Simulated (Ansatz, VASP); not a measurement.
**Cross-check of HC6F between VASP and Ansatz**

Aim: how closely do two programs agree when they are given the same cell, functional and k mesh? Of the first pair: The cell is taken from a series of runs on this material, whose earlier steps may have relaxed, scaled, displaced or heated it; both programs get it as it stands.

Program: Ansatz 0.2.0. Level of theory: plane waves, with VASP 6.6.1 beside it; single point at PBE. Results are calculated unless marked as measured.

### 1. The structure

The cell holds 32 atoms: 4 F, 24 C and 4 H. Its edges and angles: a = 5.044 Å, b = 5.044 Å, c = 21.024 Å, α = 90.0°, β = 90.0°, γ = 60.0°. It derives from C. As first built, before any earlier steps moved the atoms (in the runner's words): kind terminated face; group F; share_of_top_atoms 1; rest H; oxygen_in_back_bonds 0; lower_face H. Vacuum lies along c.

### 2. Ansatz: single point, PBE, pair 1

Ansatz runs on its PAW soft_1 files.

A single point gives forces, pressure and levels at one fixed geometry, so differences don't come from the geometry; what else differs is listed under the comparison.

Contents of input.yaml:

```yaml
crystal:
  lattice:
    - [5.044499777, 0.0, 0.0]
    - [2.5222498885, 4.3686649563, 0.0]
    - [0.0, 0.0, 21.0236689229]
  atoms:
    - { symbol: F, position: [0.0, 0.0, 0.6713244789] }
    - { symbol: F, position: [0.5, 0.0, 0.6713244789] }
    - { symbol: F, position: [0.0, 0.5, 0.6713244789] }
    - { symbol: F, position: [0.5, 0.5, 0.6713244789] }
    - { symbol: C, position: [0.0, 0.0, 0.6061365094] }
    - { symbol: C, position: [0.5, 0.0, 0.6061365094] }
    - { symbol: C, position: [0.0, 0.5, 0.6061365094] }
    - { symbol: C, position: [0.5, 0.5, 0.6061365094] }
    - { symbol: C, position: [0.8333333333, 0.3333333333, 0.5820841792] }
    - { symbol: C, position: [0.3333333333, 0.3333333333, 0.5820841792] }
    - { symbol: C, position: [0.8333333333, 0.8333333333, 0.5820841792] }
    - { symbol: C, position: [0.3333333333, 0.8333333333, 0.5820841792] }
    - { symbol: C, position: [0.8333333333, 0.3333333333, 0.5082752645] }
    - { symbol: C, position: [0.3333333333, 0.3333333333, 0.5082752645] }
    - { symbol: C, position: [0.8333333333, 0.8333333333, 0.5082752645] }
    - { symbol: C, position: [0.3333333333, 0.8333333333, 0.5082752645] }
    - { symbol: C, position: [0.1666666667, 0.1666666667, 0.4837692134] }
    - { symbol: C, position: [0.6666666667, 0.1666666667, 0.4837692134] }
    - { symbol: C, position: [0.1666666667, 0.6666666667, 0.4837692134] }
    - { symbol: C, position: [0.6666666667, 0.6666666667, 0.4837692134] }
    - { symbol: C, position: [0.1666666667, 0.1666666667, 0.410244859] }
    - { symbol: C, position: [0.6666666667, 0.1666666667, 0.410244859] }
    - { symbol: C, position: [0.1666666667, 0.6666666667, 0.410244859] }
    - { symbol: C, position: [0.6666666667, 0.6666666667, 0.410244859] }
    - { symbol: C, position: [0.0, 0.0, 0.385755694] }
    - { symbol: C, position: [0.5, 0.0, 0.385755694] }
    - { symbol: C, position: [0.0, 0.5, 0.385755694] }
    - { symbol: C, position: [0.5, 0.5, 0.385755694] }
    - { symbol: H, position: [0.0, 0.0, 0.332958059] }
    - { symbol: H, position: [0.5, 0.0, 0.332958059] }
    - { symbol: H, position: [0.0, 0.5, 0.332958059] }
    - { symbol: H, position: [0.5, 0.5, 0.332958059] }
kpoints:
  mp_grid: { grid: [6, 6, 1] }
scf:
  occupations: { method: fermi_dirac, width: 0.02 }
  n_extra_bands: 23
hamiltonian:
  xc: pbe
  pseudopotentials: { kind: paw, azcp: { folder: soft_1 } }
output:
  forces: true
  write_potential: true
  volumetric_format: []
  dos:
    projected:
      site_lists:
        adsorbate: [0, 1, 2, 3]
        layer_1: [4, 5, 6, 7]
        layer_2: [8, 9, 10, 11]
        layer_3: [12, 13, 14, 15]
        middle: [16, 17, 18, 19]
        other_layers: [20, 21, 22, 23, 24, 25, 26, 27, 28, 29, 30, 31]
    de: 0.05
    e_range: [-30, 12]
    method: { smearing: { sigma: 0.12, scheme: gaussian } }
  eigenstates:
    kpoints:
      - [0.33333333, -0.33333333, 0.0]
      - [0.25, -0.375, 0.0]
      - [0.16666667, -0.41666667, 0.0]
      - [0.08333333, -0.45833333, 0.0]
      - [0.0, 0.5, 0.0]
      - [-0.08333333, 0.45833333, 0.0]
      - [-0.16666667, 0.41666667, 0.0]
      - [-0.25, 0.375, 0.0]
      - [-0.33333333, 0.33333333, 0.0]
      - [-0.41666667, 0.29166667, 0.0]
      - [0.5, 0.25, 0.0]
      - [0.41666667, 0.20833333, 0.0]
      - [0.33333333, 0.16666667, 0.0]
      - [0.25, 0.125, 0.0]
      - [0.16666667, 0.08333333, 0.0]
      - [0.08333333, 0.04166667, 0.0]
      - [0.0, 0.0, 0.0]
      - [0.07142857, 0.0, 0.0]
      - [0.14285714, 0.0, 0.0]
      - [0.21428571, 0.0, 0.0]
      - [0.28571429, 0.0, 0.0]
      - [0.35714286, 0.0, 0.0]
      - [0.42857143, 0.0, 0.0]
      - [0.5, 0.0, 0.0]
      - [-0.42857143, 0.0, 0.0]
      - [-0.35714286, 0.0, 0.0]
      - [-0.28571429, 0.0, 0.0]
      - [-0.21428571, 0.0, 0.0]
      - [-0.14285714, 0.0, 0.0]
      - [-0.07142857, 0.0, 0.0]
      - [0.04166667, 0.08333333, 0.0]
      - [0.08333333, 0.16666667, 0.0]
      - [0.125, 0.25, 0.0]
      - [0.16666667, 0.33333333, 0.0]
      - [0.20833333, 0.41666667, 0.0]
      - [0.25, 0.5, 0.0]
      - [0.29166667, -0.41666667, 0.0]
    e_range: [-8.0, 6.0]
    unfold:
      supercell_matrix: [[2, 0, 0], [0, 2, 0], [0, 0, 1]]
      layers:
        axis: 3
        edges: [0.142696, 0.438968, 0.439068, 0.56127, 0.56137, 0.861584]
efield:
  axis: 3
  dipole_correction: true
```

The run is started by

```sh
$ ansatz run input.yaml --threads 4 --pin off --max-ram 11264MiB --backend cpu --events-out ev --progress --plain --runs-dir out
```

Numbers of over 12 decimals in the logs are rounded to 6 here.

The log of the run:

```text
scf.n_extra_bands = 23 over 64 filled bands (N_el = 128.0): the run solves 87 bands
Engine: ansatz 0.2.0, x86_64-unknown-linux-gnu
Pseudopotentials: kind: paw
Pseudopotential: F, paw, valence charge 7, recommended cutoff 420 eV (normal), soft_1/F.paw.azcp
Pseudopotential: C, paw, valence charge 4, recommended cutoff 420 eV (normal), soft_1/C.paw.azcp
Pseudopotential: H, paw, valence charge 1, recommended cutoff 420 eV (normal), soft_1/H.paw.azcp
Functional definition: PBE
  parameter kappa = 0.804
  parameter beta = 0.066725
  exchange = pbe_x(kappa = kappa, mu = beta*pi^2/3)
  correlation = pbe_c(beta = beta)
Crystal: 32 atoms, lattice volume = 463.314 Å³
Basis set: ecut = 420 eV, 9137 PW (Γ), exchange–correlation on 72×72×288 points (8 copies of the dense FFT grid, shifted against one another)
Bands: 87, of which v1, the nominal top of the filled ones, is band 64 counted from 1 (63 counted from 0)
Symmetry: 24 space group operations
Space group: P3m1 (ITA 156), of the structure as read, at distance tolerance 7.7e-5 Å
k-points: 7 of 36 (time reversal used)
Non-local potential: F, projectors of the file, l = 0: 2, l = 1: 2, l = 2: 1
Non-local potential: C, projectors of the file, l = 0: 2, l = 1: 2, l = 2: 1
Non-local potential: H, projectors of the file, l = 0: 2, l = 1: 1
PAW form: soft (Blöchl's): semilocal exchange-correlation on the pseudo side does not see the compensation charge
PAW one-centre angular grid: F, 110 points (default); XC on 64 Gauss nodes
PAW one-centre angular grid: C, 110 points (default); XC on 64 Gauss nodes
PAW one-centre angular grid: H, 110 points (default); XC on 64 Gauss nodes
Initial density: superposition of atomic densities (neutral atoms: chi_scale 0, normalization atom)
Initial wavefunctions: pseudopotential atomic-orbital guess
Functional: x = pbe(κ = 0.804, μ = 0.219515), c = pbe(β = 0.066725)
SCF iter   1: F=—  HF=-9323.452983 eV  |F-HF|=—  |Δ(HF+E_count)|=         —  Δρ=9.10e-2  dr2=2.84e1  ethr=3.10e-3  p=0.000 e·Å  D=7.01e-7 V/Å  ΔV_dip=-0.00 eV  dr2_dipole=4.71e-1  V_vac-E_F(+/−)=6.79/6.79 eV  ⟨swp⟩=8.9  Hψ=3604  notcnv=0  defer=36
efield: sawtooth ramp at fractional position 0.9521 (placed from the atoms, in the widest stretch of the axis that holds none; the zero of the levels goes with the place), width 0.1000; the density the first Hamiltonian is built on has a dipole p = 0.000 e·Å; the dipole correction subtracts the counter field D = 7.01e-7 V/Å, which shifts the + side's vacuum level by -0.00 eV against the − side's; the planar-averaged density in the ramp window peaks in size at 3.1e-6 e/Å³
preconditioner: auto → Resta (q_TF=auto, 2.202 Å⁻¹)  ε∞=2.3  [insulator: Δε(μ)=5.474 eV  Ē_g=16.899 eV  σ=0.020 eV  W_gap=1.00  n_scr=80 (ndim 8)  ℏωp=19.5 eV  f_vac=0.546  D(μ)=0.00/eV (n_scr^D=0)  ε∞_Penn≈2.3  vacuum switching on, ρ_ref=2.1e-2 e/Å³]
SCF iter   2: F=—  HF=-9315.153344 eV  |F-HF|=—  |Δ(HF+E_count)|=    8.30e0  Δρ=4.34e-2  dr2=5.57e0  ethr=3.10e-3  p=-0.415 e·Å  D=-1.62e-1 V/Å  ΔV_dip=3.41 eV  dr2_dipole=3.02e-3  V_vac-E_F(+/−)=6.80/3.39 eV  ⟨swp⟩=5.7  Hψ=1411  notcnv=0  defer=121
SCF iter   3: F=—  HF=-9313.718061 eV  |F-HF|=—  |Δ(HF+E_count)|=    1.44e0  Δρ=1.33e-2  dr2=6.65e-1  ethr=3.10e-3  p=-0.449 e·Å  D=-1.75e-1 V/Å  ΔV_dip=3.69 eV  dr2_dipole=6.85e-2  V_vac-E_F(+/−)=5.99/2.30 eV  ⟨swp⟩=6.1  Hψ=1400  notcnv=0  defer=121
SCF iter   4: F=—  HF=-9313.580846 eV  |F-HF|=—  |Δ(HF+E_count)|=   1.37e-1  Δρ=3.91e-3  dr2=4.29e-2  ethr=5.19e-4  p=-0.584 e·Å  D=-2.28e-1 V/Å  ΔV_dip=4.79 eV  dr2_dipole=4.43e-3  V_vac-E_F(+/−)=6.72/1.93 eV  ⟨swp⟩=7.9  Hψ=1476  notcnv=0  defer=122
SCF iter   5: F=—  HF=-9313.582648 eV  |F-HF|=—  |Δ(HF+E_count)|=   1.80e-3  Δρ=1.27e-3  dr2=4.81e-3  ethr=3.35e-5  p=-0.553 e·Å  D=-2.16e-1 V/Å  ΔV_dip=4.54 eV  dr2_dipole=5.85e-4  V_vac-E_F(+/−)=6.57/2.03 eV  ⟨swp⟩=5.6  Hψ=1237  notcnv=0  defer=123
SCF iter   6: F=—  HF=-9313.584931 eV  |F-HF|=—  |Δ(HF+E_count)|=   2.28e-3  Δρ=3.71e-4  dr2=4.34e-4  ethr=3.76e-6  p=-0.567 e·Å  D=-2.21e-1 V/Å  ΔV_dip=4.66 eV  dr2_dipole=2.18e-5  V_vac-E_F(+/−)=6.67/2.02 eV  ⟨swp⟩=4.3  Hψ=1098  notcnv=0  defer=118
SCF iter   7: F=—  HF=-9313.585311 eV  |F-HF|=—  |Δ(HF+E_count)|=   3.80e-4  Δρ=1.09e-4  dr2=4.09e-5  ethr=3.39e-7  p=-0.565 e·Å  D=-2.21e-1 V/Å  ΔV_dip=4.64 eV  dr2_dipole=5.13e-6  V_vac-E_F(+/−)=6.67/2.03 eV  ⟨swp⟩=2.6  Hψ=1056  notcnv=0  defer=118
SCF iter   8: F=—  HF=-9313.585382 eV  |F-HF|=—  |Δ(HF+E_count)|=   7.10e-5  Δρ=3.41e-5  dr2=7.01e-6  ethr=3.20e-8  p=-0.567 e·Å  D=-2.21e-1 V/Å  ΔV_dip=4.65 eV  dr2_dipole=7.17e-7  V_vac-E_F(+/−)=6.68/2.02 eV  ⟨swp⟩=2.4  Hψ=1148  notcnv=0  defer=118
SCF iter   9: F=—  HF=-9313.585384 eV  |F-HF|=—  |Δ(HF+E_count)|=   2.05e-6  Δρ=1.01e-5  dr2=3.48e-7  ethr=5.48e-9  p=-0.566 e·Å  D=-2.21e-1 V/Å  ΔV_dip=4.65 eV  dr2_dipole=1.05e-9  V_vac-E_F(+/−)=6.68/2.03 eV  ⟨swp⟩=2.3  Hψ=965  notcnv=0  defer=118
SCF iter  10: F=-9313.585384 eV  HF=-9313.585384 eV  |F-HF|=3.38e-9  |Δ(HF+E_count)|=   1.29e-7  Δρ=2.47e-6  dr2=2.34e-8  ethr=7.81e-11  p=-0.566 e·Å  D=-2.21e-1 V/Å  ΔV_dip=4.65 eV  dr2_dipole=2.97e-10  V_vac-E_F(+/−)=6.68/2.03 eV  ⟨swp⟩=35.0  Hψ=8442  notcnv=0
SCF 1 converged in 10 iterations: F = -9313.585384 eV  dr2 = 2.34e-8
  greatest PAW one-centre occupation: 0.934 electrons in one spin orbital (limit 2), on the F atom at site 3 (counted from 0), in its partial waves of l = 0
NSCF: frozen V_eff on 37 k-points
efield: sawtooth ramp at fractional position 0.9521 (kept from the solve that this one continues, or follows in the run), width 0.1000; the density the first Hamiltonian is built on has a dipole p = -0.566 e·Å; the dipole correction subtracts the counter field D = -2.21e-1 V/Å, which shifts the + side's vacuum level by +4.65 eV against the − side's; the planar-averaged density in the ramp window peaks in size at 1.6e-5 e/Å³
SCF converged after 10 iterations
Free energy (F): -9313.585384 eV
Harris-Foulkes:  -9313.585384 eV  (|F-HF|=3.38e-9)
Internal energy: -9313.585384 eV  (E = F + TS)
E sigma→0 (E₀):  -9313.585384 eV
Fermi energy:    2.079287 eV
Dipole field:    D = -0.221163 V/Å  (p = -0.566274 e·Å, saw-weighted, corrected)
Work function:   Φ+ = 6.6757 eV   Φ− = 2.0260 eV
Levels:          The Fermi level and band energies are counted from a zero that moves with the ramp; work functions are not
--- Per-component energies (eV) ---
  E_band       = -1049.853114
  E_kinetic    = 2994.384615
  E_local      = -96041.417216  (includes V_loc(G=0)·N_el)
  E_nonlocal   = 901.799216
  E_hartree    = 46702.926527
  E_xc         = -1484.003398
  E_vxc        = -1848.869911  (∫ρ·V_xc dr)
  E_paw        = -3220.427056  (= ΣΔE_a)
  E_vpaw       = -477.912654  (= ΣTr[D̂ρ^β])
  E_aug_tail   = -0.001075  (compensation charges beyond the density's cutoff)
  E_efield     = 0.062620  (sawtooth field / dipole correction)
  E_vefield    = 16.283233  (∫n·V_field dr)
  E_ewald      = 40833.090383
  E_smearing   = -0.000000  (= −TS)
  E_closure    = -0.000000  (closes the sum)
  Σ components = -9313.585384   (vs F -9313.585384, Δ=0.00e0)
--- Forces (eV/Å), atoms counted from 1 ---
  atom   1  F      0.00000000     0.00000000    -0.00420763
  atom   2  F      0.00000000     0.00000000    -0.00420763
  atom   3  F     -0.00000000     0.00000000    -0.00420763
  atom   4  F      0.00000000     0.00000000    -0.00420763
  atom   5  C     -0.00000000    -0.00000000     0.00546039
  atom   6  C     -0.00000000    -0.00000000     0.00546039
  atom   7  C     -0.00000000    -0.00000000     0.00546039
  atom   8  C      0.00000000    -0.00000000     0.00546039
  atom   9  C      0.00000000     0.00000000    -0.00439705
  atom  10  C      0.00000000     0.00000000    -0.00439705
  atom  11  C      0.00000000     0.00000000    -0.00439705
  atom  12  C      0.00000000     0.00000000    -0.00439705
  atom  13  C     -0.00000000    -0.00000000     0.01245624
  atom  14  C      0.00000000    -0.00000000     0.01245624
  atom  15  C      0.00000000    -0.00000000     0.01245624
  atom  16  C      0.00000000    -0.00000000     0.01245624
  atom  17  C      0.00000000     0.00000000    -0.00704258
  atom  18  C      0.00000000     0.00000000    -0.00704258
  atom  19  C      0.00000000     0.00000000    -0.00704258
  atom  20  C      0.00000000     0.00000000    -0.00704258
  atom  21  C     -0.00000000    -0.00000000    -0.88460705
  atom  22  C     -0.00000000    -0.00000000    -0.88460705
  atom  23  C     -0.00000000    -0.00000000    -0.88460705
  atom  24  C     -0.00000000    -0.00000000    -0.88460705
  atom  25  C      0.00000000     0.00000000     0.76541205
  atom  26  C      0.00000000     0.00000000     0.76541205
  atom  27  C      0.00000000     0.00000000     0.76541205
  atom  28  C      0.00000000     0.00000000     0.76541205
  atom  29  H      0.00000000    -0.00000000     0.11687930
  atom  30  H      0.00000000    -0.00000000     0.11687930
  atom  31  H      0.00000000    -0.00000000     0.11687930
  atom  32  H      0.00000000    -0.00000000     0.11687930
  max |Σ_I F_I| component: 1.85e-4 eV/Å
--- Band table (eV; the first three rows and the last of 7) ---
  k-point 0: bands = [... 60 lower, -0.1533, -0.1533, 0.8425, 0.8425, 3.3023, 5.1210, 5.9865, 5.9865, ... 19 higher]
  k-point 1: bands = [... 60 lower, -0.7939, -0.4105, 0.2498, 0.6306, 3.4757, 5.3353, 5.7617, 6.2404, ... 19 higher]
  k-point 2: bands = [... 60 lower, -1.0189, -0.8509, -0.7528, 0.1338, 3.9695, 5.4607, 5.8990, 6.1663, ... 19 higher]
  k-point 6: bands = [... 60 lower, -1.7958, -0.9517, -0.9517, -0.9517, 5.2580, 5.2580, 5.2580, 7.2339, ... 19 higher]
```

The column dr2 measures how far the density is from self-consistency, as an energy; F and HF (Harris–Foulkes) agree once it is small.

### 3. VASP: single point, PBE, pair 1

The same cell, functional, mesh and smearing now go to VASP, with its own data sets.

Lines of VASP's logs that name or quote its potential files are left out, and so is its time.

Contents of INCAR:

```
SYSTEM = HC6F
PREC = Accurate
ENCUT = 520
EDIFF = 1E-06
NELM = 120
ISMEAR = -1
SIGMA = 0.02
LREAL = Auto
ALGO = Normal
GGA = PE
NBANDS = 88
LORBIT = 11
LWAVE = .FALSE.
LCHARG = .FALSE.
ISIF = 2
LDIPOL = .TRUE.
IDIPOL = 3
DIPOL = 0.5 0.5 0.497
LVHAR = .TRUE.
LASPH = .TRUE.
GGA_COMPAT = .FALSE.
EFERMI = MIDGAP
NELMDL = -8
KPAR = 4
```

Contents of POSCAR:

```
HC6F
1.0
    5.0444997770      0.0000000000      0.0000000000
    2.5222498885      4.3686649563      0.0000000000
    0.0000000000      0.0000000000     21.0236689229
F C H
4 24 4
Direct
    0.0000000000      0.0000000000      0.6713244789
    0.5000000000      0.0000000000      0.6713244789
    0.0000000000      0.5000000000      0.6713244789
    0.5000000000      0.5000000000      0.6713244789
    0.0000000000      0.0000000000      0.6061365094
    0.5000000000      0.0000000000      0.6061365094
    0.0000000000      0.5000000000      0.6061365094
    0.5000000000      0.5000000000      0.6061365094
    0.8333333333      0.3333333333      0.5820841792
    0.3333333333      0.3333333333      0.5820841792
    0.8333333333      0.8333333333      0.5820841792
    0.3333333333      0.8333333333      0.5820841792
    0.8333333333      0.3333333333      0.5082752645
    0.3333333333      0.3333333333      0.5082752645
    0.8333333333      0.8333333333      0.5082752645
    0.3333333333      0.8333333333      0.5082752645
    0.1666666667      0.1666666667      0.4837692134
    0.6666666667      0.1666666667      0.4837692134
    0.1666666667      0.6666666667      0.4837692134
    0.6666666667      0.6666666667      0.4837692134
    0.1666666667      0.1666666667      0.4102448590
    0.6666666667      0.1666666667      0.4102448590
    0.1666666667      0.6666666667      0.4102448590
    0.6666666667      0.6666666667      0.4102448590
    0.0000000000      0.0000000000      0.3857556940
    0.5000000000      0.0000000000      0.3857556940
    0.0000000000      0.5000000000      0.3857556940
    0.5000000000      0.5000000000      0.3857556940
    0.0000000000      0.0000000000      0.3329580590
    0.5000000000      0.0000000000      0.3329580590
    0.0000000000      0.5000000000      0.3329580590
    0.5000000000      0.5000000000      0.3329580590
```

Contents of KPOINTS:

```
Automatic mesh
0
Gamma
6 6 1
0 0 0
```

PAW data sets: F, C and H (PBE family, release 64).

The run is started by

```sh
$ mpirun -np 4 vasp_std
```

The log of the run:

```text
[banner, memory and clock lines left out]
running    4 mpi-ranks, on    1 nodes
[...]
LDA part: xc-table for (Slater+PW92), standard interpolation
 POSCAR, INCAR and KPOINTS ok, starting setup
[...]
entering main loop
       N       E                     dE             d eps       ncg     rms          rms(c)
DAV:   1     0.976518775488E+03    0.97652E+03   -0.61677E+04  1248   0.128E+03
DAV:   2    -0.144277758016E+03   -0.11208E+04   -0.10625E+04  1704   0.317E+02
DAV:   3    -0.255400032771E+03   -0.11112E+03   -0.11012E+03  1440   0.101E+02
DAV:   4    -0.258202638728E+03   -0.28026E+01   -0.27930E+01  1680   0.181E+01
[...]
DAV:  27    -0.247163552687E+03   -0.52774E-05   -0.86957E-08   928   0.111E-03    0.225E-04
DAV:  28    -0.247163554711E+03   -0.20243E-05   -0.41362E-08   952   0.828E-04    0.326E-04
DAV:  29    -0.247163555241E+03   -0.53016E-06   -0.94237E-09   984   0.619E-04
   1 F= -.24716356E+03 E0= -.24716356E+03  d E =0.000000E+00
```

From OUTCAR (step 3):

```text
  Total        7.9311704      7.9311704     -0.1112391      0.0000000     -0.0000000      0.0000000
  in kB       27.4266338     27.4266338     -0.3846737      0.0000000     -0.0000000      0.0000000
  external PRESSURE =      18.1561980 kB  Pullay stress =       0.0000000 kB

 POSITION                                       TOTAL-FORCE (eV/Angst)
 -----------------------------------------------------------------------------------
      0.00000      0.00000     14.11370         0.000000     -0.000000      0.339979
      2.52225      0.00000     14.11370        -0.000000      0.000000      0.339979
      1.26112      2.18433     14.11370        -0.000000     -0.000000      0.339979
      3.78337      2.18433     14.11370        -0.000000      0.000000      0.339979
      0.00000      0.00000     12.74321         0.000000      0.000000     -0.305091
      2.52225      0.00000     12.74321        -0.000000      0.000000     -0.305091
      1.26112      2.18433     12.74321         0.000000     -0.000000     -0.305091
      3.78337      2.18433     12.74321         0.000000     -0.000000     -0.305091
      5.04450      1.45622     12.23755        -0.000000     -0.000000     -0.003184
      2.52225      1.45622     12.23755        -0.000000     -0.000000     -0.003184
      6.30562      3.64055     12.23755         0.000000     -0.000000     -0.003184
      3.78337      3.64055     12.23755        -0.000000     -0.000000     -0.003184
      5.04450      1.45622     10.68581         0.000000      0.000000      0.008101
      2.52225      1.45622     10.68581        -0.000000      0.000000      0.008101
[...]
-----------------------------------------------------------------------------------
    total drift:                               -0.000001     -0.000001      0.131267

  FREE ENERGIE OF THE ION-ELECTRON SYSTEM (eV)
  ---------------------------------------------------
  free  energy   TOTEN  =      -247.1635552412 eV

  energy  without entropy=     -247.1635552412  energy(sigma->0) =     -247.16355524

[... 3 further parts left out ...]
[key lines of the parts left out:]
E-fermi :   0.7650
```

[end of part 1 of 2]

[Lines on the potential files, build, host, timing and source positions are cut from VASP's logs without a mark.]

[Logs are printed without paths, hosts, clocks, repeated set-up lines and the standing remarks that a program may print on its own settings, such as how far it seeks lower states.]

[Hosts, paths, dates, database ids (printed as entryN), source tags and the programs' standing remarks are cut or masked in the printed files.]
